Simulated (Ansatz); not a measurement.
Which start gave this state of CuO?

The cell (4 atoms) is CuO as an experimental structure (space group C2/c). Source: COD entry 4105682, which need not be the ambient phase.

```
Cu O
1.0
     2.32450   -1.71910    0.00000
     2.32450    1.71910    0.00000
    -0.77922    0.00000    5.12814
Cu O
2 2
Cartesian
  1.1623 0.8596 0.0000
  0.7726 -0.8596 2.5641
  2.1297 -0.2854 1.2820
  1.7401 0.2854 3.8461
```

Site labels below count the atoms in this order, from 1.

The calculation used Ansatz development build ahead of 0.2.0, DFT, PBE+U, PAW, plane waves, scalar-relativistic.

```
Hubbard term (Dudarev form) : U − J = 6.1 eV on Cu d, on Löwdin-orthonormalised all-electron atomic orbitals
Plane-wave cutoff           : 420 eV
k-point mesh                : 8×8×5 (Γ-centred)
Occupations                 : Fermi–Dirac smearing, 0.02 eV
Valence electrons           : 50
```

Moments by site are taken inside atomic spheres; the rest lies between them.

A static U favours moments and orbital order; the result depends on U and need not be the measured state.

The mesh is too coarse to rank close states of a metal with certainty: differences of some tens of meV/atom may change, at times in sign.

“Plain SCF” means no search for lower states. The default search runs further SCF cycles only where the state itself hints at a lower one. With a search on, the program may also reshape the start on open shells. Ends within 0.2 meV/atom and 0.1 μB count as one state.

One run gave this history:

| iteration | Harris–Foulkes energy + 14380 (eV) | largest residual (eV) | M (μB) | absolute moment (μB) |
| --- | --- | --- | --- | --- |
| 1 | 0.8074 | 2.91e+00 | 0.00 | 0.46 |
| 2 | 0.7657 | 1.10e+00 | 0.00 | 0.63 |
| 3 | 0.4948 | 4.44e-01 | 0.00 | 0.72 |
| 4 | 0.2551 | 1.51e-01 | 0.00 | 0.83 |
| 5 | 0.1573 | 5.74e-02 | 0.00 | 0.96 |
| 6 | 0.0945 | 1.02e-02 | 0.00 | 1.05 |
| 7 | 0.0385 | 1.30e-02 | 0.00 | 1.16 |
| 9 | -0.0826 | 1.58e-01 | 0.00 | 1.36 |
| 10 | -0.1334 | 2.33e-01 | 0.00 | 1.43 |
| 12 | -0.1886 | 2.29e-01 | 0.00 | 1.51 |
| 13 | -0.1782 | 3.87e-02 | 0.00 | 1.50 |
| 15 | -0.1864 | 1.42e-03 | 0.00 | 1.54 |
| 16 | -0.1866 | 1.77e-04 | 0.00 | 1.54 |
| 18 | -0.1867 | 3.22e-06 | 0.00 | 1.54 |
| 19 | -0.1867 | 3.34e-07 | 0.00 | 1.54 |
| 21 | -0.1867 | 1.18e-08 | 0.00 | 1.54 |

It ended antiferromagnetic, site moments Cu1 0.58, Cu2 -0.58 μB, total 0.00 μB per cell, a gap of 0.65 eV on the k-mesh.

Problem. These set-ups ended in different states. Which one gave the run above?
A. spin on, no moments given (the program may seed its own), plain SCF
B. opposed moments +-, default search for lower states [Cu1 1.00, Cu2 -1.00 μB]
C. parallel moments scaled by 0.03, plain SCF [Cu1 0.03, Cu2 0.03 μB]

Solution. B. The others ended as follows, with energies against this run: “parallel moments scaled by 0.03, plain SCF” ferromagnetic, +31.1 meV/atom; “spin on, no moments given (the program may seed its own), plain SCF” non-magnetic, +106 meV/atom.
